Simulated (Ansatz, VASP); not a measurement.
## Sc: VASP beside Ansatz

```xyz
2
Lattice="3.3622 0.0000 0.0000 -1.6811 2.9117 0.0000 0.0000 0.0000 5.3581" Properties=species:S:1:pos:R:3 pbc="T T T"
Sc    0.0000    1.9412    1.3395
Sc    1.6811    0.9706    4.0185
```

Alike in both runs: task single point; functional r2SCAN; k mesh 6 × 6 × 4; no spin polarisation.

```csv
,VASP,Ansatz
version,VASP 6.6.1,Ansatz 0.2.0
potentials or method,"VASP PAW PBE potentials, release 64 (Sc_sv)",PAW plane waves
plane-wave cutoff (eV),520,500
occupations,"fermi-dirac, width 0.1 eV",fermi-dirac
valence electrons in the cell,22,22
```

```csv
,VASP,Ansatz,Ansatz less VASP
gap on the k mesh at the Fermi level (eV),none,none,-
pressure (GPa),-2.3,-2.5,-0.16
largest component of the traceless stress (GPa),0.64,0.64,-0.001
```

A gap of «none» marks a metal or a gap that the smearing closes. Ansatz warned: «structure_snapped_to_symmetry».

Caveats: the PAW data sets were made with another functional, which shifts forces and pressure a little (VASP).
